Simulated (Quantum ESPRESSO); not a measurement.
Input of a Quantum ESPRESSO 7.5 run:

Contents of pw.in:

```
&CONTROL
  calculation = 'scf'
  prefix = 'pwscf'
  outdir = './tmp'
  pseudo_dir = './pseudo'
  tprnfor = .true.
  tstress = .true.
  disk_io = 'low'
/
&SYSTEM
  ibrav = 0
  nat = 3
  ntyp = 2
  ecutwfc = 84
  nbnd = 19
  occupations = 'smearing'
  smearing = 'fd'
  degauss = 0.00367493
/
&ELECTRONS
  conv_thr = 6d-10
  electron_maxstep = 120
  mixing_beta = 0.5
/
ATOMIC_SPECIES
Hf   178.4900 Hf.upf
O     15.9990 O.upf
CELL_PARAMETERS angstrom
   0.0000000000    2.5575000000    2.5575000000
   2.5575000000    0.0000000000    2.5575000000
   2.5575000000    2.5575000000    0.0000000000
ATOMIC_POSITIONS crystal
Hf     0.0000000000    0.0000000000    0.0000000000
O      0.7500000000    0.7500000000    0.7500000000
O      0.2500000000    0.2500000000    0.2500000000
K_POINTS automatic
6 6 6 1 1 1
```

Contents of scf2.in:

```
&CONTROL
  calculation = 'scf'
  prefix = 'pwscf'
  outdir = './tmp'
  pseudo_dir = './pseudo'
  tprnfor = .true.
  tstress = .true.
  disk_io = 'low'
/
&SYSTEM
  ibrav = 0
  nat = 3
  ntyp = 2
  ecutwfc = 84
  nbnd = 19
  occupations = 'fixed'
/
&ELECTRONS
  conv_thr = 1d-13
  electron_maxstep = 120
  mixing_beta = 0.5
  startingpot = 'file'
  startingwfc = 'file'
/
ATOMIC_SPECIES
Hf   178.4900 Hf.upf
O     15.9990 O.upf
CELL_PARAMETERS angstrom
   0.0000000000    2.5575000000    2.5575000000
   2.5575000000    0.0000000000    2.5575000000
   2.5575000000    2.5575000000    0.0000000000
ATOMIC_POSITIONS crystal
Hf     0.0000000000    0.0000000000    0.0000000000
O      0.7500000000    0.7500000000    0.7500000000
O      0.2500000000    0.2500000000    0.2500000000
K_POINTS automatic
6 6 6 1 1 1
```

The input ph.in:

```
dielectric of HfO2
&INPUTPH
  prefix = 'pwscf'
  outdir = './tmp'
  tr2_ph = 1d-18
  fildyn = 'dyn'
  niter_ph = 90
  alpha_mix(1) = 0.7
  epsil = .true.
  trans = .false.
  zeu = .true.
/
0.0000000000 0.0000000000 0.0000000000
```

Potentials or basis: PseudoDojo 0.4.1 SR PBEsol standard.

Run with:

```console
$ OMP_NUM_THREADS=1 pw.x -in pw.in > pw.out
$ OMP_NUM_THREADS=1 pw.x -in scf2.in > scf2.out
$ OMP_NUM_THREADS=1 ph.x -in ph.in > ph.out
```

What does it give for the electronic dielectric tensor (diagonal)?

5.27.

What does it give for the Born charges (mean of the diagonal)?

Hf +5.50; O -2.75 e.

What does it give for the pressure?

-13.2 GPa.

Born effective charge tensors (e):
atom 1, Hf
```
5.50 0.00 0.00
0.00 5.50 0.00
0.00 0.00 5.50
```
atom 2, O
```
-2.75  0.00  0.00
 0.00 -2.75  0.00
 0.00  0.00 -2.75
```
atom 3, O
```
-2.75  0.00  0.00
 0.00 -2.75  0.00
 0.00  0.00 -2.75
```

Caveat: the cell is more than 3 GPa from zero pressure, which shifts response properties. The run has no spin-orbit coupling, so splittings on Hf are missing.
